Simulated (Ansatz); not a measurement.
# HgTe: the cost of one run

Method: DFT PBE, scalar-relativistic, plane waves, PAW, in Ansatz 0.2.0.

7 further runs of the same task are left out: 7 set aside as unsound or not needed.

### Step 1. The structure to begin with

The structure is cubic, space group F-43m (No. 216). Conventional cell: a = 6.653 Å, b = 6.653 Å, c = 6.653 Å, α = 90.00°, β = 90.00°, γ = 90.00°. Hg (site symmetry -43m) is surrounded by 4 Te at 2.88 Å. Around Te (site symmetry -43m) lie 4 Hg at 2.88 Å.

Structure file:

```cif
data_structure
_symmetry_space_group_name_H-M 'F-43m'
_symmetry_Int_Tables_number 216
_cell_length_a 6.6529
_cell_length_b 6.6529
_cell_length_c 6.6529
_cell_angle_alpha 90.000
_cell_angle_beta 90.000
_cell_angle_gamma 90.000
_cell_volume 294.47
loop_
_atom_site_label
_atom_site_type_symbol
_atom_site_symmetry_multiplicity
_atom_site_Wyckoff_symbol
_atom_site_fract_x
_atom_site_fract_y
_atom_site_fract_z
_atom_site_occupancy
Hg1 Hg 4 a 0.00000 0.00000 0.00000 1
Te1 Te 4 c 0.25000 0.25000 0.25000 1
```

It is the result of an earlier relaxation at this level (volume 36.81 Å³/atom; gap on the mesh: none (metal)).

### Step 2. Zone-centre modes

Input file input.yaml:

```yaml
crystal:
  lattice:
    - [0.0, 3.3622663616, 3.3622663616]
    - [3.3622663616, 0.0, 3.3622663616]
    - [3.3622663616, 3.3622663616, 0.0]
  atoms:
    - { symbol: Hg, position: [0.0, 0.0, 0.0] }
    - { symbol: Te, position: [0.75, 0.75, 0.75] }
basis:
  ecutwfc: 420
kpoints:
  mp_grid: { grid: [12, 12, 12] }
hamiltonian:
  xc: pbe
scf:
  occupations: { method: fermi_dirac, width: 0.15 }
output:
  eigenvalues: true
phonons:
  method: dfpt
  eigenvectors: true
```

The run is started by

```sh
$ ansatz run input.yaml --threads 1 --pin off --max-ram 3072MiB --backend cpu --events-out ev --progress --plain --runs-dir out
```

Q: Estimate wall time and peak memory on 1 thread of Arm Neoverse V1, shared host.

About 97 s, with a peak of 0.96 GiB.
